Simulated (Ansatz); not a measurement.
# Dielectric response of MgTe (110) films, part 3 of 5

How well do thin zincblende MgTe (110) films screen a perpendicular field?

Ansatz 0.2.0; plane-wave DFT, LDA, Ansatz PAW.

So far. Step 8 (Field on, atoms free, 10 atoms, field -0.05 V/Å): The dipole is -0.0850 e·Å, and the gap on the mesh 2.401 eV.

**9. Response with the atoms relaxed, 10 atoms, units 5**

This step: plane-wave DFT, LDA, Ansatz PAW; response to a field along the normal, atoms relaxed (Ansatz 0.2.0).

The two relaxed runs give the static response.

Numbers from this step:

```
equivalent conductor thickness p/(ε₀AE) : 10.56 Å
inner field over outer field            : 0.1364
local ε in the middle                   : 7.334
```

Local field over the applied field, running mean. From the potentials at -0.05 and 0.05 V/Å; running mean over 2.27 Å, taken twice. The local field over applied field by z:

```
z (Å)  local field over applied field
    4                           0.998
    5                           0.986
    6                           0.911
    7                           0.801
    8                           0.510
    9                           0.120
   10                         -0.0369
   11                           0.138
   12                           0.201
   13                           0.145
   14                           0.130
   15                           0.199
   16                           0.155
   17                         -0.0252
   18                          0.0919
   19                           0.482
   20                           0.787
   21                           0.904
   22                           0.984
```

The induced dipole is that of a conductor 10.56 Å thick.

**10. Relaxing the film, 16 atoms, units 8**

This step: plane-wave DFT, LDA, Ansatz PAW (Ansatz 0.2.0).

System of this step: MgTe (110), 8 units. The cell holds 16 atoms: 8 Mg and 8 Te. Cell: a = 4.540 Å, b = 6.420 Å, c = 33.889 Å, α = 90.0°, β = 90.0°, γ = 90.0°. It derives from MgTe (zincblende MgTe). Vacuum lies along c.

The next thickness, treated alike, so that differences show the interior and the faces cancel.

input.yaml reads:

```yaml
crystal:
  lattice:
    - [4.53962554, 0.0, 0.0]
    - [0.0, 6.42, 0.0]
    - [0.0, 0.0, 33.8886893733]
  atoms:
    - { symbol: Mg, position: [0.5, 0.5, 0.265575334] }
    - { symbol: Te, position: [0.0, 0.75, 0.265575334] }
    - { symbol: Mg, position: [0.0, 0.0, 0.33255381] }
    - { symbol: Te, position: [0.5, 0.25, 0.33255381] }
    - { symbol: Mg, position: [0.5, 0.5, 0.399532286] }
    - { symbol: Te, position: [0.0, 0.75, 0.399532286] }
    - { symbol: Mg, position: [0.0, 0.0, 0.466510762] }
    - { symbol: Te, position: [0.5, 0.25, 0.466510762] }
    - { symbol: Mg, position: [0.5, 0.5, 0.533489238] }
    - { symbol: Te, position: [0.0, 0.75, 0.533489238] }
    - { symbol: Mg, position: [0.0, 0.0, 0.600467714] }
    - { symbol: Te, position: [0.5, 0.25, 0.600467714] }
    - { symbol: Mg, position: [0.5, 0.5, 0.66744619] }
    - { symbol: Te, position: [0.0, 0.75, 0.66744619] }
    - { symbol: Mg, position: [0.0, 0.0, 0.734424666] }
    - { symbol: Te, position: [0.5, 0.25, 0.734424666] }
kpoints:
  mp_grid: { grid: [6, 4, 1] }
hamiltonian:
  xc: lda
scf:
  occupations: { method: fixed }
  convergence: { dr2_threshold: 1.0e-09 }
efield:
  axis: 3
  dipole_correction: true
  ramp_position: 0.97
  ramp_width: 0.06
relax:
  f_tol: 0.003
  max_steps: 100
output:
  write_potential: true
  write_density: true
  volumetric_format: npy
```

On the command line:

```console
$ ansatz run input.yaml --threads 4 --pin off --max-ram 8192MiB --backend cpu --events-out ev --progress --plain --runs-dir out
```

Numbers of over 12 decimals in the logs are rounded to 6 here.

What it wrote:

```text
[...]
Crystal: 16 atoms, lattice volume = 987.665 Å³
Basis set: ecut = 420 eV, 19375 PW (Γ)
Bands: 125, of which v1, the nominal top of the filled ones, is band 104 counted from 1 (103 counted from 0)
Symmetry: 2 space group operations
k-points: 12 of 24 (time reversal used)
[...]
- { symbol: Mg, position: [0.5, 0.488773, 0.534114] }
    - { symbol: Te, position: [0.0, 0.735732, 0.531926] }
    - { symbol: Mg, position: [0.0, -0.010169, 0.597356] }
    - { symbol: Te, position: [0.5, 0.238927, 0.600450] }
    - { symbol: Mg, position: [0.5, 0.488011, 0.668138] }
    - { symbol: Te, position: [0.0, 0.735298, 0.663422] }
    - { symbol: Mg, position: [0.0, 0.063029, 0.714490] }
    - { symbol: Te, position: [0.5, 0.260367, 0.736134] }
[key lines of the parts left out:]
SCF converged after 6 iterations
Free energy (F): -69842.363125 eV
Fermi energy:    -0.566643 eV
Dipole field:    D = 0.000001 V/Å  (p = 0.000003 e·Å, saw-weighted, corrected)
Work function:   Φ+ = 6.0696 eV   Φ− = 6.0696 eV
```

The job ended after 8.6 min (4 threads of Arm Neoverse N1, shared host; peak memory 2.8 GiB).

Relaxation path:

```csv
step,energy less that of the first step (eV),largest force component (eV/Å)
1,0.0000,0.7851
2,-0.4067,0.4842
3,-0.6137,0.3010
4,-0.7119,0.0960
5,-0.7428,0.0278
6,-0.7419,0.0566
7,-0.7437,0.0034
8,-0.7437,0.0022
```

Relaxation step 6 was tried and not accepted.

The run keeps the 2 symmetry operations that it works with, so distortions that break them were not tested.

The atoms that moved most (Å):

```csv
atom,dx,dy,dz,length
Mg1,0.000,0.405,0.676,0.788
Mg15,0.000,0.405,-0.676,0.787
Te14,0.000,-0.094,-0.136,0.166
Te4,0.000,-0.094,0.136,0.166
Mg11,0.000,-0.065,-0.105,0.124
Mg5,0.000,-0.065,0.105,0.124
Te10,0.000,-0.092,-0.053,0.106
Te8,0.000,-0.092,0.053,0.106
```

The relaxation took 8 steps and lowered the energy by 0.74 eV; the largest force on the free atoms ends at 0.0022 eV/Å.

The gap is 2.47 eV, with the valence edge 6.07 eV and the conduction edge 3.60 eV under the upper vacuum level.

**11. Single point on the relaxed film, 16 atoms, units 8**

The next thickness, treated alike, so that differences show the interior and the faces cancel.

input.yaml reads:

```yaml
crystal:
  lattice:
    - [4.53962554, 0.0, 0.0]
    - [0.0, 6.42, 0.0]
    - [0.0, 0.0, 33.8886893733]
  atoms:
    - { symbol: Mg, position: [0.5, 0.5630418184, 0.2855104192] }
    - { symbol: Te, position: [0.0, 0.7603804251, 0.2638659814] }
    - { symbol: Mg, position: [0.0, -0.0119783428, 0.3318617481] }
    - { symbol: Te, position: [0.5, 0.2353085733, 0.3365777014] }
    - { symbol: Mg, position: [0.5, 0.4898370615, 0.4026437376] }
    - { symbol: Te, position: [0.0, 0.7389340976, 0.3995500856] }
    - { symbol: Mg, position: [0.0, -0.0112250402, 0.4658862195] }
    - { symbol: Te, position: [0.5, 0.235734288, 0.4680736332] }
    - { symbol: Mg, position: [0.5, 0.4887727239, 0.5341140377] }
    - { symbol: Te, position: [0.0, 0.7357324079, 0.5319261824] }
    - { symbol: Mg, position: [0.0, -0.0101694097, 0.5973564805] }
    - { symbol: Te, position: [0.5, 0.2389271542, 0.6004497362] }
    - { symbol: Mg, position: [0.5, 0.4880108869, 0.6681384398] }
    - { symbol: Te, position: [0.0, 0.7352979283, 0.6634220242] }
    - { symbol: Mg, position: [0.0, 0.063028615, 0.7144896258] }
    - { symbol: Te, position: [0.5, 0.2603668127, 0.7361339473] }
kpoints:
  mp_grid: { grid: [6, 4, 1] }
hamiltonian:
  xc: lda
scf:
  occupations: { method: fixed }
  convergence: { dr2_threshold: 1.0e-09 }
efield:
  axis: 3
  dipole_correction: true
  ramp_position: 0.97
  ramp_width: 0.06
output:
  eigenvalues: true
  write_potential: true
  write_density: true
  volumetric_format: npy
  elf: true
```

What it wrote:

```text
[...]
Crystal: 16 atoms, lattice volume = 987.665 Å³
Basis set: ecut = 420 eV, 19375 PW (Γ)
Bands: 125, of which v1, the nominal top of the filled ones, is band 104 counted from 1 (103 counted from 0)
Symmetry: 2 space group operations
k-points: 12 of 24 (time reversal used)
[...]
k-point 1: bands = [... 100 lower, -0.7425, -0.7410, -0.6631, -0.6173, 2.4904, 2.5745, 2.7523, 2.8487, ... 17 higher]
  k-point 2: bands = [... 100 lower, -0.8610, -0.8610, -0.7168, -0.7168, 2.6639, 2.6639, 2.9289, 2.9289, ... 17 higher]
  k-point 11: bands = [... 100 lower, -0.9375, -0.9374, -0.6924, -0.6924, 2.7068, 2.7068, 3.2323, 3.2323, ... 17 higher]
[key lines of the parts left out:]
SCF converged after 10 iterations
Free energy (F): -69842.363125 eV
Fermi energy:    -0.566653 eV
Dipole field:    D = -0.000005 V/Å  (p = -0.000030 e·Å, saw-weighted, corrected)
Work function:   Φ+ = 6.0697 eV   Φ− = 6.0695 eV
```

Elapsed: 1.9 min, on 4 threads; peak memory 3.1 GiB; 7.4 min of CPU time.

The gap is 2.47 eV, with the valence edge 6.07 eV and the conduction edge 3.60 eV under the upper vacuum level.

**12. Atoms held, 16 atoms, units 8, field 0.1 V/Å**

input.yaml: that of step 11 with these lines changed.

```diff
@@ -28,3 +28,3 @@
   occupations: { method: fixed }
-  convergence: { dr2_threshold: 1.0e-09 }
+  convergence: { dr2_threshold: 1.0e-10 }
 efield:
@@ -34,4 +34,4 @@
   ramp_width: 0.06
+  amplitude: 0.1
 output:
-  eigenvalues: true
   write_potential: true
@@ -39,2 +39 @@
   volumetric_format: npy
-  elf: true
```

What it wrote:

```text
[...]
Crystal: 16 atoms, lattice volume = 987.665 Å³
Basis set: ecut = 420 eV, 19375 PW (Γ)
Bands: 125, of which v1, the nominal top of the filled ones, is band 104 counted from 1 (103 counted from 0)
Symmetry: 2 space group operations
k-points: 12 of 24 (time reversal used)
[...]
k-point 0: bands = [... 100 lower, -0.6271, -0.6193, -0.5378, -0.4816, 1.8771, 2.1794, 2.3874, 2.5246, ... 17 higher]
  k-point 1: bands = [... 100 lower, -0.7809, -0.7045, -0.6239, -0.5539, 2.4343, 2.5906, 2.7444, 2.8432, ... 17 higher]
  k-point 2: bands = [... 100 lower, -0.9024, -0.8271, -0.7330, -0.6045, 2.6234, 2.6579, 2.8924, 2.9607, ... 17 higher]
  k-point 11: bands = [... 100 lower, -1.0131, -0.8433, -0.8044, -0.5749, 2.6229, 2.7716, 3.2166, 3.2448, ... 17 higher]
[key lines of the parts left out:]
SCF converged after 13 iterations
Free energy (F): -69842.375514 eV
Fermi energy:    -0.481605 eV
Dipole field:    D = 0.045396 V/Å  (p = 0.247779 e·Å, saw-weighted, corrected)
```

The job ended after 1.9 min (4 threads; peak memory 3.2 GiB; 7.6 min of CPU time).

The dipole is 0.248 e·Å, and the gap on the mesh 2.359 eV.

**13. Single point, 16 atoms, units 8, field -0.1 V/Å**

input.yaml: that of step 12 with these lines changed.

```diff
@@ -34,3 +34,3 @@
   ramp_width: 0.06
-  amplitude: 0.1
+  amplitude: -0.1
 output:
```

What it wrote:

```text
[...]
Crystal: 16 atoms, lattice volume = 987.665 Å³
Basis set: ecut = 420 eV, 19375 PW (Γ)
Bands: 125, of which v1, the nominal top of the filled ones, is band 104 counted from 1 (103 counted from 0)
Symmetry: 2 space group operations
k-points: 12 of 24 (time reversal used)
[...]
k-point 0: bands = [... 100 lower, -0.6271, -0.6193, -0.5378, -0.4816, 1.8771, 2.1794, 2.3874, 2.5246, ... 17 higher]
  k-point 1: bands = [... 100 lower, -0.7809, -0.7045, -0.6239, -0.5539, 2.4343, 2.5906, 2.7444, 2.8432, ... 17 higher]
  k-point 2: bands = [... 100 lower, -0.9024, -0.8271, -0.7329, -0.6045, 2.6234, 2.6579, 2.8924, 2.9607, ... 17 higher]
  k-point 11: bands = [... 100 lower, -1.0131, -0.8433, -0.8044, -0.5749, 2.6229, 2.7716, 3.2166, 3.2448, ... 17 higher]
[key lines of the parts left out:]
SCF converged after 13 iterations
Free energy (F): -69842.375513 eV
Fermi energy:    -0.481587 eV
Dipole field:    D = -0.045395 V/Å  (p = -0.247773 e·Å, saw-weighted, corrected)
```

Elapsed: 2 min, on 4 threads; peak memory 3.1 GiB.

The dipole is -0.248 e·Å, and the gap on the mesh 2.359 eV.

**14. Response with the atoms held, 16 atoms, units 8**

This step: plane-wave DFT, LDA, Ansatz PAW; response to a field along the normal, atoms held (Ansatz 0.2.0).

Local field over the applied field, running mean. From the potentials at -0.1 and 0.1 V/Å; running mean over 2.27 Å, taken twice. Table of local field over applied field by z:

| z (Å) | local field over applied field |
| --- | --- |
| 4 | 0.999 |
| 5 | 0.989 |
| 6 | 0.933 |
| 7 | 0.768 |
| 8 | 0.507 |
| 9 | 0.274 |
| 10 | 0.170 |
| 11 | 0.165 |
| 12 | 0.172 |
| 13 | 0.171 |
| 14 | 0.173 |
| 15 | 0.177 |
| 16 | 0.176 |
| 17 | 0.174 |
| 18 | 0.177 |
| 19 | 0.177 |
| 20 | 0.173 |
| 21 | 0.171 |
| 22 | 0.172 |
| 23 | 0.163 |
| 24 | 0.175 |
| 25 | 0.294 |
| 26 | 0.538 |
| 27 | 0.793 |
| 28 | 0.943 |
| 29 | 0.991 |

The induced dipole is that of a conductor 15.38 Å thick.

**15. Relaxation, 24 atoms, units 12**

This step: plane-wave DFT, LDA, Ansatz PAW (Ansatz 0.2.0).

System of this step: MgTe (110), 12 units. The cell holds 24 atoms: 12 Mg and 12 Te. Cell: a = 4.540 Å, b = 6.420 Å, c = 42.968 Å, α = 90.0°, β = 90.0°, γ = 90.0°. It derives from MgTe (zincblende MgTe). Vacuum lies along c.

The next thickness, treated alike, so that differences show the interior and the faces cancel.

input.yaml reads:

```yaml
crystal:
  lattice:
    - [4.53962554, 0.0, 0.0]
    - [0.0, 6.42, 0.0]
    - [0.0, 0.0, 42.9679404437]
  atoms:
    - { symbol: Mg, position: [0.5, 0.5, 0.2094584918] }
    - { symbol: Te, position: [0.0, 0.75, 0.2094584918] }
    - { symbol: Mg, position: [0.0, 0.0, 0.2622842205] }
    - { symbol: Te, position: [0.5, 0.25, 0.2622842205] }
    - { symbol: Mg, position: [0.5, 0.5, 0.3151099493] }
    - { symbol: Te, position: [0.0, 0.75, 0.3151099493] }
    - { symbol: Mg, position: [0.0, 0.0, 0.3679356781] }
    - { symbol: Te, position: [0.5, 0.25, 0.3679356781] }
    - { symbol: Mg, position: [0.5, 0.5, 0.4207614068] }
    - { symbol: Te, position: [0.0, 0.75, 0.4207614068] }
    - { symbol: Mg, position: [0.0, 0.0, 0.4735871356] }
    - { symbol: Te, position: [0.5, 0.25, 0.4735871356] }
    - { symbol: Mg, position: [0.5, 0.5, 0.5264128644] }
    - { symbol: Te, position: [0.0, 0.75, 0.5264128644] }
    - { symbol: Mg, position: [0.0, 0.0, 0.5792385932] }
    - { symbol: Te, position: [0.5, 0.25, 0.5792385932] }
    - { symbol: Mg, position: [0.5, 0.5, 0.6320643219] }
    - { symbol: Te, position: [0.0, 0.75, 0.6320643219] }
    - { symbol: Mg, position: [0.0, 0.0, 0.6848900507] }
    - { symbol: Te, position: [0.5, 0.25, 0.6848900507] }
    - { symbol: Mg, position: [0.5, 0.5, 0.7377157795] }
    - { symbol: Te, position: [0.0, 0.75, 0.7377157795] }
    - { symbol: Mg, position: [0.0, 0.0, 0.7905415082] }
    - { symbol: Te, position: [0.5, 0.25, 0.7905415082] }
kpoints:
  mp_grid: { grid: [6, 4, 1] }
hamiltonian:
  xc: lda
scf:
  occupations: { method: fixed }
  convergence: { dr2_threshold: 1.0e-09 }
efield:
  axis: 3
  dipole_correction: true
  ramp_position: 0.97
  ramp_width: 0.06
relax:
  f_tol: 0.003
  max_steps: 100
output:
  write_potential: true
  write_density: true
  volumetric_format: npy
```

What it wrote:

```text
[...]
Crystal: 24 atoms, lattice volume = 1252.275 Å³
Basis set: ecut = 420 eV, 24501 PW (Γ)
Bands: 188, of which v1, the nominal top of the filled ones, is band 156 counted from 1 (155 counted from 0)
Symmetry: 2 space group operations
k-points: 12 of 24 (time reversal used)
[...]
- { symbol: Mg, position: [0.5, 0.492343, 0.630626] }
    - { symbol: Te, position: [0.0, 0.739440, 0.629425] }
    - { symbol: Mg, position: [0.0, -0.0061051, 0.680955] }
    - { symbol: Te, position: [0.5, 0.243112, 0.683066] }
    - { symbol: Mg, position: [0.5, 0.491865, 0.736499] }
    - { symbol: Te, position: [0.0, 0.739242, 0.733008] }
    - { symbol: Mg, position: [0.0, 0.067006, 0.773255] }
    - { symbol: Te, position: [0.5, 0.264747, 0.790193] }
[key lines of the parts left out:]
SCF converged after 6 iterations
Free energy (F): -104764.314404 eV
Fermi energy:    0.452235 eV
Dipole field:    D = -0.000000 V/Å  (p = -0.000002 e·Å, saw-weighted, corrected)
Work function:   Φ+ = 6.0572 eV   Φ− = 6.0572 eV
```

Elapsed: 19 min, on 4 threads; peak memory 4.8 GiB.

The steps of the relaxation:

```
step  energy less that of the first step (eV)  largest force component (eV/Å)
   1                                   0.0000                          0.7850
   2                                  -0.4068                          0.4849
   3                                  -0.6142                          0.3009
   4                                  -0.7115                          0.0972
   5                                  -0.7491                          0.0269
   6                                  -0.7534                          0.0388
   7                                  -0.7543                          0.0059
   8                                  -0.7543                          0.0015
```

The run keeps the 2 symmetry operations that it works with, so distortions that break them were not tested.

The atoms that moved most (Å):

| atom | dx | dy | dz | length |
| --- | --- | --- | --- | --- |
| Mg23 | 0.000 | 0.430 | -0.743 | 0.858 |
| Mg1 | 0.000 | 0.430 | 0.743 | 0.858 |
| Te4 | 0.000 | -0.069 | 0.202 | 0.214 |
| Te22 | 0.000 | -0.069 | -0.202 | 0.214 |
| Mg5 | 0.000 | -0.039 | 0.169 | 0.174 |
| Mg19 | 0.000 | -0.039 | -0.169 | 0.174 |
| Te8 | 0.000 | -0.068 | 0.113 | 0.132 |
| Te18 | 0.000 | -0.068 | -0.113 | 0.132 |

Final coordinates:

```cif
data_structure
_symmetry_space_group_name_H-M 'P 1'
_symmetry_Int_Tables_number 1
_cell_length_a 4.5396
_cell_length_b 6.4200
_cell_length_c 42.9679
_cell_angle_alpha 90.000
_cell_angle_beta 90.000
_cell_angle_gamma 90.000
_cell_volume 1252.27
loop_
_atom_site_label
_atom_site_type_symbol
_atom_site_fract_x
_atom_site_fract_y
_atom_site_fract_z
_atom_site_occupancy
Mg1 Mg 0.50000 0.56700 0.22675 1
Te2 Te 0.00000 0.76474 0.20981 1
Mg3 Mg 0.00000 0.99186 0.26350 1
Te4 Te 0.50000 0.23923 0.26699 1
Mg5 Mg 0.50000 0.49389 0.31905 1
Te6 Te 0.00000 0.74311 0.31693 1
Mg7 Mg 0.00000 0.99234 0.36937 1
Te8 Te 0.50000 0.23944 0.37058 1
Mg9 Mg 0.50000 0.49387 0.42238 1
Te10 Te 0.00000 0.74079 0.42166 1
Mg11 Mg 0.00000 0.99338 0.47372 1
Te12 Te 0.50000 0.24033 0.47427 1
Mg13 Mg 0.50000 0.49338 0.52628 1
Te14 Te 0.00000 0.74033 0.52573 1
Mg15 Mg 0.00000 0.99387 0.57762 1
Te16 Te 0.50000 0.24079 0.57834 1
Mg17 Mg 0.50000 0.49234 0.63063 1
Te18 Te 0.00000 0.73944 0.62943 1
Mg19 Mg 0.00000 0.99389 0.68095 1
Te20 Te 0.50000 0.24311 0.68307 1
Mg21 Mg 0.50000 0.49187 0.73650 1
Te22 Te 0.00000 0.73924 0.73301 1
Mg23 Mg 0.00000 0.06701 0.77325 1
Te24 Te 0.50000 0.26475 0.79019 1
```

Running mean over 2.27 Å of the planar mean; the ramp of the sawtooth is left out. The electron's electrostatic potential energy less the highest filled level by z:

z (Å), electron's electrostatic potential energy less the highest filled level (eV) and a bar from the least value:
```
        4       6.06 ##############################
        5       6.06 ##############################
        6       6.03 ##############################
        7       5.67 ############################
        8       4.18 #####################
        9       1.38 ########
       10      -0.09 #
       11      -0.32 
       12       0.27 ###
       13       0.43 ####
       14       0.39 ###
       15       0.23 ###
       16       0.35 ###
       17       0.39 ###
       18       0.36 ###
       19       0.29 ###
       20       0.35 ###
       21       0.33 ###
       22       0.33 ###
       23       0.34 ###
       24       0.29 ###
       25       0.36 ###
       26       0.39 ###
       27       0.35 ###
       28       0.22 ###
       29       0.39 ###
       30       0.44 ####
       31       0.25 ###
       32      -0.35 
       33      -0.03 ##
       34       1.44 ########
       35       4.24 #####################
       36       5.70 ############################
       37       6.04 ##############################
       38       6.06 ##############################
       39       6.06 ##############################
```

The relaxation took 8 steps and lowered the energy by 0.75 eV; the largest force on the free atoms ends at 0.0015 eV/Å.

The gap is 2.42 eV, with the valence edge 6.06 eV and the conduction edge 3.63 eV under the upper vacuum level.

**16. Side by side**

Times are for 4 threads of Arm Neoverse N1, shared host. Results by setting:

```
no.  units  gap by band count (eV)  ionisation energy, upper face (eV)  electron affinity, upper face (eV)     time  memory (GiB)
  1      5                   2.404                               6.028                               3.624    3 min           1.6
  2      8                   2.466                               6.070                               3.604  8.6 min           2.8
  3     12                   2.423                               6.057                               3.634   19 min           4.8
```

The valence density, planar mean (5) oscillates, so the rows of the table below give means over windows of 1 Å about each position, cut where the curve ends. Its maxima inside the range that stand out by 2 % of the span (Å: e/Å³): 8.9: 0.548, 9.6: 0.595, 11.3: 0.973, 13.5: 0.983, 15.8: 0.973, 17.5: 0.595, 18.2: 0.548. Its minima: 9.2: 0.527, 10.3: 0.128, 12.4: 0.121, 14.7: 0.121, 16.8: 0.128, 17.9: 0.527.

The runs together. The valence density, planar mean by z; means over each step:

| z (Å) | 5 (e/Å³) | 8 (e/Å³) | 12 (e/Å³) |
| --- | --- | --- | --- |
| 5 | 3.2e-5 | 2.8e-5 | 2.3e-5 |
| 6 | 5.4e-4 | 4.8e-4 | 3.9e-4 |
| 7 | 0.00841 | 0.00751 | 0.00624 |
| 8 | 0.105 | 0.0946 | 0.0785 |
| 9 | 0.509 | 0.483 | 0.462 |
| 10 | 0.306 | 0.334 | 0.361 |
| 11 | 0.599 | 0.560 | 0.509 |
| 12 | 0.266 | 0.309 | 0.358 |
| 13 | 0.399 | 0.363 | 0.310 |
| 14 | 0.464 | 0.502 | 0.552 |
| 15 | 0.221 | 0.203 | 0.176 |
| 16 | 0.642 | 0.648 | 0.670 |
| 17 | 0.271 | 0.157 | 0.153 |
| 18 | 0.529 | 0.676 | 0.664 |
| 19 | 0.130 | 0.164 | 0.192 |
| 20 | 0.0104 | 0.578 | 0.536 |
| 21 | 6.8e-4 | 0.286 | 0.329 |
| 22 | 4.1e-5 | 0.388 | 0.353 |
| 23 | 2.4e-6 | 0.481 | 0.508 |
| 24 | 0 | 0.379 | 0.207 |
| 25 | 0 | 0.449 | 0.645 |
| 26 | 0 | 0.0708 | 0.154 |

(Part 3 of 5 ends here.)

[Logs are printed without paths, hosts, clocks, repeated set-up lines and the standing remarks that a program may print on its own settings, such as how far it seeks lower states.]

[Hosts, paths, dates, database ids (printed as entryN), source tags and the programs' standing remarks are cut or masked in the printed files.]

[Maps of the electrostatic potential energy from Ansatz leave out the sawtooth potential of an applied field or a dipole correction, so their vacuum need not be flat; planar profiles and work functions include it.]
